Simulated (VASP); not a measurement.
# GaN (P6_3mc) in VASP: notebook

The runs below take GaN through single point, with PBE.

All numbers are computed with VASP 6.6.1; they aren't measurements. Logs are shortened: lines on timing, memory, paths and dates and some standing lists are left out, and cuts for length are marked.

## Step 1: The crystal as given

The structure is hexagonal, space group P6_3mc (No. 186). The conventional cell has a = 3.180 Å, b = 3.180 Å, c = 5.166 Å, α = 90.00°, β = 90.00°, γ = 120.00°. Around Ga (site symmetry 3m) lie 4 N at 1.94 to 1.95 Å. Around N (site symmetry 3m) lie 4 Ga at 1.94 to 1.95 Å.

## Step 2: Single point, PBE

INCAR

```
PREC = Accurate
ENCUT = 450
EDIFF = 1E-7
ISMEAR = 0
SIGMA = 0.01
LREAL = F
LASPH = T
NELM = 100
ALGO = Normal
ISIF = 2
LWAVE = F
LCHARG = F
GGA = PE
ADDGRID = F
```

KPOINTS

```
Automatic mesh
0
Gamma
  5 5 3
```

POSCAR

```
GaN
1.0
    3.1800000000      0.0000000000      0.0000000000
   -1.5900000000      2.7539607840      0.0000000000
    0.0000000000      0.0000000000      5.1660000000
Ga N
2 2
Direct
    0.6521390000      0.3316270000      0.5245870000
    0.3764220000      0.6884330000      0.0161300000
    0.6603830000      0.3218970000      0.8783140000
    0.3311160000      0.6688000000      0.3826530000
```

Potentials or basis: VASP PAW PBE potentials, release 64 (Ga, N).

Started as:

```sh
$ cat potpaw_PBE.64/Ga/POTCAR potpaw_PBE.64/N/POTCAR > POTCAR
$ mpirun -np 1 vasp_std > vasp.out
```

OUTCAR:

```text
PREC = Accurate
   ENCUT = 450
   EDIFF = 1E-7
   ISMEAR = 0
   LREAL = F
   LASPH = T
   NELM = 100
   ISIF = 2
   GGA = PE

 Found     38 irreducible k-points:

 Following reciprocal coordinates:
            Coordinates               Weight
  0.000000  0.000000  0.000000      1.000000
  0.200000  0.000000  0.000000      2.000000
  0.000000  0.200000  0.000000      2.000000
 -0.200000  0.200000  0.000000      2.000000
  0.400000  0.000000  0.000000      2.000000
  0.000000  0.400000  0.000000      2.000000
   k-points           NKPTS =     38   k-points in BZ     NKDIM =     38   number of bands    NBANDS=     12
   number of dos      NEDOS =    301   number of ions     NIONS =      4
   total plane-waves  NPLWV =  20736
   dimension x,y,z NGX =    24 NGY =   24 NGZ =   36
   dimension x,y,z NGXF=    48 NGYF=   48 NGZF=   72
   ions per type =               2   2
   NGX,Y,Z   is equivalent  to a cutoff of  12.55, 12.55, 11.59 a.u.
   NGXF,Y,Z  is equivalent  to a cutoff of  25.09, 25.09, 23.17 a.u.
 SYSTEM =  unknown system
   PREC   = accura    normal or accurate (medium, high low for compatibility)
   ISTART =      0    job   : 0-new  1-cont  2-samecut
   ICHARG =      2    charge: 1-file 2-atom 10-const
   ISPIN  =      1    spin polarized calculation?
   LNONCOLLINEAR =      F non collinear calculations
   LSORBIT =      F    spin-orbit coupling
   LASPH  =      T    aspherical Exc in radial PAW
   ENCUT  =  450.0 eV  33.07 Ry    5.75 a.u.   5.50  5.50  8.94*2*pi/ulx,y,z
   NELM   =    100;   NELMIN=  2; NELMDL= -5     # of ELM steps
   EDIFF  = 0.1E-06   stopping-criterion for ELM
   LREAL  =      F    real-space projection
   EDIFFG = 0.1E-05   stopping-criterion for IOM
   NSW    =      0    number of steps for IOM
   IBRION =     -1    ionic relax: 0-MD 1-quasi-New 2-CG
   NFREE  =      0    steps in history (QN), initial steepest desc. (CG)
   ISIF   =      2    stress and relaxation
   ISYM   =      2    0-nonsym 1-usesym 2-fastsym
   POTIM  = 0.5000    time-step for ionic-motion
   TEBEG  =    0.0;   TEEND  =   0.0 temperature during run
   PSTRESS=    0.0 pullay stress
   NELECT =      16.0000    total number of electrons
   NUPDOWN=      -1.0000    fix difference up-down
   EMIN   =  10.00;   EMAX   =-10.00  energy-range for DOS
   EFERMI =   0.00;   METHOD = LEGACY
   ISMEAR =     0;   SIGMA  =   0.01  broadening in eV -4-tet -1-fermi 0-gaus
   EFERMI_NEDOS =   21; number of points for ismear=-14 and -15
   IALGO  =     38    algorithm
   IMIX   =      4    mixing-type and parameters
     AMIX     =   0.40;   BMIX     =  1.00
     AMIX_MAG =   1.60;   BMIX_MAG =  1.00
  volume/ion in A,a.u.               =      11.31        76.33
  Fermi-wavevector in a.u.,A,eV,Ry     =   1.157715  2.187764 18.235949  1.340304
  Thomas-Fermi vector in A             =   2.294324
   LORBIT       =      0    0 simple, 1 ext, 2 COOP (PROOUT), +10 PAW based schemes
   GGA     = PE    functional components
   LHFCALC =     F    Hartree Fock is set to
   AEXX    =    0.0000 exact exchange contribution
   IVDW    =     0    specifies the selected vdW correction
   LEPSILON=     F    determine dielectric tensor
   LRPA    =     F    only Hartree local field effects (RPA)
 non-spin polarized calculation
 Gauss-broadening in eV      SIGMA  =   0.01
  energy-cutoff  :      450.00
  volume of cell :       45.24
 maximum number of plane-waves:      1002
 NGX is ok and might be reduce to    24
   NGX = 11   NGY = 11   NGZ = 17

 number of electron      16.0000002 magnetization

 Free energy of the ion-electron system (eV)
  ---------------------------------------------------
  ext. energy  EPLUGINS =         0.00000000
  ---------------------------------------------------
  free energy    TOTEN  =       -23.92885967 eV

  energy without entropy =      -23.92885967  energy(sigma->0) =      -23.92885967

 E-fermi :   3.3197     XC(G=0): -10.9072

 val. band max:        3.2689915860   @ k =   0.0000   0.0000   0.0000
 cond. band min:       5.1115910959   @ k =   0.0000   0.0000   0.0000
 fundamental gap:      1.8425995099
 Fermi energy:         3.3197473365

 k-point     1 :       0.0000    0.0000    0.0000
  band No.  band energies     occupation
      1     -12.9389      2.00000
      2     -10.4432      2.00000
      3      -4.2373      2.00000
      4       1.7276      2.00000
      5       2.2828      2.00000
      6       2.8178      2.00000
      7       3.1045      2.00000
      8       3.2690      2.00000
      9       5.1116      0.00000
     10       7.6356      0.00000
     11      12.3019      0.00000
     12      12.8992      0.00000

 k-point     2 :       0.2000    0.0000    0.0000
  band No.  band energies     occupation
      1     -12.4146      2.00000
      2     -10.1280      2.00000
      3      -3.6928      2.00000
      4       0.0199      2.00000
      5       1.1084      2.00000
      6       1.1761      2.00000
      7       2.4245      2.00000
      8       2.8114      2.00000
      9       7.0175      0.00000
     10       9.1202      0.00000
     11      10.7162      0.00000
     12      11.8102      0.00000
[... 31 lines left out ...]
 k-point     5 :       0.4000    0.0000    0.0000
  band No.  band energies     occupation
      1     -11.1700      2.00000
      2      -9.7188      2.00000
      3      -2.9263      2.00000
      4      -1.9878      2.00000
      5      -1.1267      2.00000
      6       0.3844      2.00000
      7       1.1866      2.00000
      8       2.3304      2.00000
      9       8.0938      0.00000
     10       8.7756      0.00000
     11       9.2330      0.00000
     12      11.7618      0.00000

 k-point     6 :       0.0000    0.4000    0.0000
  band No.  band energies     occupation
      1     -11.0700      2.00000
      2      -9.7512      2.00000
      3      -3.1370      2.00000
      4      -2.0355      2.00000
      5      -1.3577      2.00000
      6       0.6078      2.00000
      7       0.9364      2.00000
      8       2.4581      2.00000
      9       8.2740      0.00000
     10       8.9338      0.00000
     11       9.4835      0.00000
     12      11.7254      0.00000

 [... further k-points ...]

------------------------ aborting loop because EDIFF is reached ----------------------------------------

  FORCE on cell =-STRESS in cart. coord.  units (eV):
  Direction    XX          YY          ZZ          XY          YZ          ZX
  --------------------------------------------------------------------------------------
  -------------------------------------------------------------------------------------
  Total        1.7834792      3.7143497      7.3526618     -1.0489709     -0.6629825     -0.2558087
  in kB       63.1595972    131.5388672    260.3849636    -37.1479399    -23.4786639     -9.0591316
  external PRESSURE =     151.6944760 kB  Pullay stress =       0.0000000 kB

 VOLUME and BASIS-vectors are now :
 -----------------------------------------------------------------------------
  energy-cutoff  :      450.00
  volume of cell :       45.24
      direct lattice vectors                 reciprocal lattice vectors
     3.180000000  0.000000000  0.000000000     0.314465409  0.181556688  0.000000000
    -1.590000000  2.753960784  0.000000000     0.000000000  0.363113377  0.000000000
     0.000000000  0.000000000  5.166000000     0.000000000  0.000000000  0.193573364

 POSITION                                       TOTAL-FORCE (eV/Angst)
 -----------------------------------------------------------------------------------
      1.54652      0.91329      2.71002         0.415989      0.122497     -2.660692
      0.10241      1.89592      0.08333        -0.995183     -1.146216     -0.307154
      1.58820      0.88649      4.53737         0.877661      1.121821      2.036309
     -0.01044      1.84185      1.97679        -0.298467     -0.098101      0.931538
 -----------------------------------------------------------------------------------
    total drift:                                0.000225     -0.000127     -0.000698

  FREE ENERGIE OF THE ION-ELECTRON SYSTEM (eV)
  ---------------------------------------------------
  free  energy   TOTEN  =       -23.9288596669 eV

  energy  without entropy=      -23.9288596669  energy(sigma->0) =      -23.92885967
```

OSZICAR:

```text
N       E                     dE             d eps       ncg     rms          rms(c)
DAV:   1     0.596133976127E+02    0.59613E+02   -0.71153E+03   920   0.107E+03
DAV:   2    -0.238469507553E+02   -0.83460E+02   -0.76508E+02  1264   0.215E+02
DAV:   3    -0.282209816969E+02   -0.43740E+01   -0.43447E+01  1216   0.547E+01
DAV:   4    -0.282669899035E+02   -0.46008E-01   -0.45965E-01  1040   0.601E+00
DAV:   5    -0.282677670498E+02   -0.77715E-03   -0.77703E-03  1184   0.709E-01    0.135E+01
DAV:   6    -0.240258765578E+02    0.42419E+01   -0.15034E+01  1100   0.288E+01    0.549E+00
DAV:   7    -0.239899471465E+02    0.35929E-01   -0.80846E-01   952   0.690E+00    0.314E+00
DAV:   8    -0.239324892859E+02    0.57458E-01   -0.67744E-02  1168   0.251E+00    0.498E-01
DAV:   9    -0.239283866204E+02    0.41027E-02   -0.12818E-02  1196   0.925E-01    0.163E-01
DAV:  10    -0.239288667500E+02   -0.48013E-03   -0.14661E-03   988   0.303E-01    0.535E-02
DAV:  11    -0.239288576662E+02    0.90838E-05   -0.99541E-05  1196   0.861E-02    0.153E-02
DAV:  12    -0.239288594344E+02   -0.17682E-05   -0.86594E-06  1020   0.271E-02    0.564E-03
DAV:  13    -0.239288598181E+02   -0.38375E-06   -0.17133E-06  1004   0.112E-02    0.238E-03
DAV:  14    -0.239288596507E+02    0.16742E-06   -0.14249E-07   848   0.354E-03    0.144E-03
DAV:  15    -0.239288596669E+02   -0.16179E-07   -0.43354E-08   488   0.180E-03
   1 F= -.23928860E+02 E0= -.23928860E+02  d E =-.487869E-15
```

stdout:

```text
POSCAR found type information on POSCAR GaN
 POSCAR found :  2 types and       4 ions
 scaLAPACK will be used
 LDA part: xc-table for (Slater+PW92), standard interpolation
 POSCAR, INCAR and KPOINTS ok, starting setup
 FFT: planning ... GRIDC
 FFT: planning ... GRID_SOFT
 FFT: planning ... GRID
 WAVECAR not read
 entering main loop
```

It took 9.3 s on 1 thread of Intel Xeon 6975P-C (Granite Rapids), shared host; peak memory 0.15 GiB.

These settings aren't checked as converged: the numbers below hold their error.

Results:

| Quantity | Value |
| --- | --- |
| Free energy | -23.9289 eV |
| Largest force | 2.696 eV/Å |
| Band gap on the k mesh | 1.84 eV, direct |

Caveat: the k mesh is coarse (spacing up to 0.46 Å⁻¹), so the values aren't converged; the cutoff is under 1.25 times the usual one of these potentials, so pressure, stress and relaxed cells hold a basis-set (Pulay) error.

## Step 3: Single point, PBE

INCAR

```
PREC = Low
ENCUT = 450
EDIFF = 1E-7
ISMEAR = 0
SIGMA = 0.05
LREAL = F
LASPH = T
NELM = 100
ALGO = Normal
ISIF = 2
LWAVE = F
LCHARG = F
GGA = PE
ADDGRID = F
```

KPOINTS is that of step 2.

POSCAR

```
GaN
1.0
    3.1800000000      0.0000000000      0.0000000000
   -1.5900000000      2.7539607840      0.0000000000
    0.0000000000      0.0000000000      5.1660000000
Ga N
2 2
Direct
    0.6666666667      0.3333333333      0.5000000000
    0.3333333333      0.6666666667      0.0000000000
    0.6666666667      0.3333333333      0.8750000000
    0.3333333333      0.6666666667      0.3750000000
```

Potentials or basis: VASP PAW PBE potentials, release 64 (Ga, N).

Started as:

```sh
$ cat potpaw_PBE.64/Ga/POTCAR potpaw_PBE.64/N/POTCAR > POTCAR
$ mpirun -np 1 vasp_std > vasp.out
```

It took 3.8 s on 1 thread of Intel Xeon 6975P-C (Granite Rapids), shared host; peak memory 0.11 GiB.

These settings aren't checked as converged: the numbers below hold their error.

Results:

```yaml
Free_energy: -24.2095 eV
Largest_force: 0.172 eV/Å
Band_gap_on_the_k_mesh: 2.05 eV, direct
```

Caveat: the k mesh is coarse (spacing up to 0.46 Å⁻¹), so the values aren't converged; the cutoff is under 1.25 times the usual one of these potentials, so pressure, stress and relaxed cells hold a basis-set (Pulay) error.

## Step 4: For comparison

An earlier run on the cell as given: functional PBEsol; potentials or basis VASP PAW PBE potentials, release 64 (Ga_d, N); cutoff 520 eV; k mesh 10 × 10 × 5; occupations fermi-dirac, width 0.05 eV; no spin polarisation.

- Pressure: 0.8 GPa
- Largest force: 0.131 eV/Å
- Band gap on the k mesh: 1.93 eV, direct
